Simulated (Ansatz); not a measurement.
# PbO2 (P4_2/mnm) in Ansatz: a series of runs, part 2 of 2

Ansatz 0.2.0. Earlier steps stand in the parts before.

### 5 Band structure, PBE

input.yaml

```yaml
crystal:
  lattice:
    - [4.99495987, 0.0, 0.0]
    - [0.0, 4.99495987, 0.0]
    - [0.0, 0.0, 3.40900096]
  atoms:
    - { symbol: Pb, position: [0.5, 0.5, 0.5] }
    - { symbol: Pb, position: [0.0, 0.0, 0.0] }
    - { symbol: O, position: [0.69257104, 0.69257104, 0.0] }
    - { symbol: O, position: [0.80742896, 0.19257104, 0.5] }
    - { symbol: O, position: [0.19257104, 0.80742896, 0.5] }
    - { symbol: O, position: [0.30742896, 0.30742896, 0.0] }
hamiltonian:
  xc: pbe
  pseudopotentials: { kind: paw, source: jth }
kpoints:
  mp_grid: { grid: [6, 6, 8] }
  band_path:
    path:
      - [[0.0, 0.0, 0.0], [0.0, 0.5, 0.0], [0.5, 0.5, 0.0], [0.0, 0.0, 0.0], [0.0, 0.0, 0.5], [0.0, 0.5, 0.5], [0.5, 0.5, 0.5], [0.0, 0.0, 0.5]]
      - [[0.0, 0.5, 0.0], [0.0, 0.5, 0.5]]
      - [[0.5, 0.5, 0.0], [0.5, 0.5, 0.5]]
    npoints: 14
scf:
  occupations: { method: fermi_dirac, width: 0.05 }
  n_extra_bands: 15
output:
  forces: true
  stress: true
  eigenvalues: true
  fatbands: false
```

Potentials or basis: JTH PAW.

Command:

```
$ ansatz run input.yaml --threads 2 --pin off --max-ram 5632MiB --backend cpu --events-out ev --progress --plain --runs-dir out
```

The program printed:

```text
Warning: the checks of this Pb dataset prove no rule for summing its radial tables, as where they were carried onto another mesh than they were made on, and Gregory's rule is taken, under which a leading mesh point left out moves its sums only by what lay on the interval it spanned. That does not make them correct, and they differ from Quantum ESPRESSO's on this file; a re-export a fraction of a mesh step off can move them. hamiltonian.pseudopotentials.radial_quadrature: simpson_from_first_knot sums it by `pw.x`'s rule; on a PAW file no value gives `pw.x`'s numbers. What more to know: hamiltonian.pseudopotentials.radial_quadrature, in the input reference
[... 75 lines left out ...]
  k-point 2: bands = ["-10.2623", "-10.2586", "-9.7088", "-9.7088", "-7.8140", "-7.6278", "-7.5359", "-7.4920", "-7.4920", "-7.4383", "-7.4339", "-6.6069", "-6.6069", "-5.7986", "-0.6181", "2.5907", "4.2316", "4.6675", "4.6675", "5.6139", "5.6139", "5.7816", "5.8074", "7.0101", "7.0101", "7.2653", "9.2750", "12.0325", "15.2421", "15.2421", "15.6772", "18.3618", "18.3618", "18.4596", "19.2680", "19.5004", "21.4636", "21.4875", "23.2039", "23.2039", "25.2535"]
  k-point 49: bands = ["-10.1698", "-10.1698", "-9.8296", "-9.8296", "-7.5635", "-7.5635", "-7.4580", "-7.4580", "-7.4028", "-7.4028", "-6.9902", "-6.9902", "-5.8443", "-5.8443", "-0.2951", "-0.2951", "3.6578", "3.6578", "5.6261", "5.6261", "5.7251", "5.7251", "6.8979", "6.8979", "7.0406", "7.0406", "10.3779", "10.3779", "15.9057", "15.9057", "17.3668", "17.3668", "17.4158", "17.4158", "20.8376", "20.8376", "22.4804", "22.4804", "23.0932", "23.0932", "24.3272"]
```

It took 84 s on 2 threads of Arm Neoverse V1, shared host; peak memory 2 GiB.

Results:

| Quantity | Value |
| --- | --- |
| Free energy | -25953.1896 eV |
| Pressure | 6.3 GPa |
| Largest force | 0.049 eV/Å |
| Band gap along the path | none (metal or under the smearing width) |

Forces on the atoms (eV/Å):
```
Pb   0.000  0.000  0.000
Pb   0.000  0.000  0.000
O    0.035  0.035  0.000
O   -0.035  0.035  0.000
O    0.035 -0.035  0.000
O   -0.035 -0.035  0.000
```

Levels at the corners of the path, in eV from the Fermi level:
```tsv
point	band 22	band 23	band 24	band 25	band 26	band 27	band 28	band 29	band 30	band 31
Γ	-0.65	-0.64	-0.64	-0.62	-0.62	0.03	4.20	5.84	5.84	9.64
X	-1.35	-0.66	-0.66	-0.42	-0.42	2.36	2.36	6.45	6.45	9.73
M	-1.61	-0.67	-0.67	-0.53	-0.53	2.78	2.78	6.71	6.71	10.06
Γ	-0.65	-0.64	-0.64	-0.62	-0.62	0.03	4.20	5.84	5.84	9.64
Z	-2.03	-1.15	-1.15	-0.82	-0.82	3.68	3.68	8.85	8.85	9.63
R	-1.09	-0.82	-0.82	-0.23	-0.23	3.99	3.99	7.28	7.28	9.90
A	-1.89	-0.71	-0.71	-0.57	-0.57	2.77	2.77	8.29	8.29	9.75
Z	-2.03	-1.15	-1.15	-0.82	-0.82	3.68	3.68	8.85	8.85	9.63
X	-1.35	-0.66	-0.66	-0.42	-0.42	2.36	2.36	6.45	6.45	9.73
R	-1.09	-0.82	-0.82	-0.23	-0.23	3.99	3.99	7.28	7.28	9.90
M	-1.61	-0.67	-0.67	-0.53	-0.53	2.78	2.78	6.71	6.71	10.06
A	-1.89	-0.71	-0.71	-0.57	-0.57	2.77	2.77	8.29	8.29	9.75
```

Caveat: spin-orbit coupling is left out, which moves the levels of the heavy elements.

### 6 Band structure, PBE

input.yaml, as its differences from that of step 5:

```diff
@@ -14,3 +14,3 @@
   xc: pbe
-  pseudopotentials: { kind: paw, source: jth }
+  pseudopotentials: { kind: nc, source: spms }
 kpoints:
@@ -30,2 +30,6 @@
   eigenvalues: true
-  fatbands: false
+  fatbands: true
+  write_density: true
+  write_potential: true
+  elf: true
+  volumetric_format: npy
```

Potentials or basis: SPMS NC.

Command:

```
$ ansatz run input.yaml --threads 2 --pin off --max-ram 5632MiB --backend cpu --events-out ev --progress --plain --runs-dir out
```

It took 62 s on 2 threads of Arm Neoverse V1, shared host; peak memory 1.2 GiB.

It converged, with:

| Item | Value |
| --- | --- |
| Free energy | -5217.4307 eV |
| Pressure | 4.5 GPa |
| Largest force | 0.022 eV/Å |
| Band gap along the path | none (metal or under the smearing width) |

Forces on the atoms (eV/Å):
```
Pb   0.000  0.000  0.000
Pb   0.000  0.000  0.000
O    0.016  0.016  0.000
O   -0.016  0.016  0.000
O    0.016 -0.016  0.000
O   -0.016 -0.016  0.000
```

Stress tensor (GPa, compression positive):
```
4.22 0.00 0.00
0.00 4.22 0.00
0.00 0.00 5.06
```

Levels at the corners of the path, in eV from the Fermi level:
| point | band 22 | band 23 | band 24 | band 25 | band 26 | band 27 | band 28 | band 29 | band 30 | band 31 |
| --- | --- | --- | --- | --- | --- | --- | --- | --- | --- | --- |
| Γ | -0.75 | -0.68 | -0.68 | -0.62 | -0.62 | 0.04 | 4.09 | 5.86 | 5.86 | 9.63 |
| X | -1.37 | -0.71 | -0.71 | -0.42 | -0.42 | 2.29 | 2.29 | 6.46 | 6.46 | 9.72 |
| M | -1.59 | -0.74 | -0.74 | -0.53 | -0.53 | 2.68 | 2.68 | 6.72 | 6.72 | 10.07 |
| Γ | -0.75 | -0.68 | -0.68 | -0.62 | -0.62 | 0.04 | 4.09 | 5.86 | 5.86 | 9.63 |
| Z | -2.07 | -1.14 | -1.14 | -0.82 | -0.82 | 3.60 | 3.60 | 8.85 | 8.85 | 9.64 |
| R | -1.11 | -0.80 | -0.80 | -0.29 | -0.29 | 3.90 | 3.90 | 7.29 | 7.29 | 9.90 |
| A | -1.94 | -0.71 | -0.71 | -0.56 | -0.56 | 2.70 | 2.70 | 8.33 | 8.33 | 9.74 |
| Z | -2.07 | -1.14 | -1.14 | -0.82 | -0.82 | 3.60 | 3.60 | 8.85 | 8.85 | 9.64 |
| X | -1.37 | -0.71 | -0.71 | -0.42 | -0.42 | 2.29 | 2.29 | 6.46 | 6.46 | 9.72 |
| R | -1.11 | -0.80 | -0.80 | -0.29 | -0.29 | 3.90 | 3.90 | 7.29 | 7.29 | 9.90 |
| M | -1.59 | -0.74 | -0.74 | -0.53 | -0.53 | 2.68 | 2.68 | 6.72 | 6.72 | 10.07 |
| A | -1.94 | -0.71 | -0.71 | -0.56 | -0.56 | 2.70 | 2.70 | 8.33 | 8.33 | 9.74 |

Caveat: the pressure holds a Pulay correction of +0.4 GPa for the finite cutoff; spin-orbit coupling is left out, which moves the levels of the heavy elements.

### 7 Summary

| potentials or basis | cutoff (eV) | pressure (GPa) | largest force (eV/Å) |
| --- | --- | --- | --- |
| Ansatz PAW | 420 | 5.7 | 0.04 |
| Ansatz PAW earlier set | 900 | 5.8 | 0.04 |
| SSSP efficiency PAW | 680 | 7.1 | 0.05 |
| JTH PAW | 1800 | 6.3 | 0.05 |
| SPMS NC | 1034 | 4.5 | 0.02 |

Alike in all rows: task band structure; level PBE; no spin polarisation; cell as given; k mesh 6 × 6 × 8; smearing fermi-dirac 0.05 eV.

Caveats: spin-orbit coupling is left out, which moves the levels of the heavy elements.

Absolute energies hang on the potentials; compare differences alone.
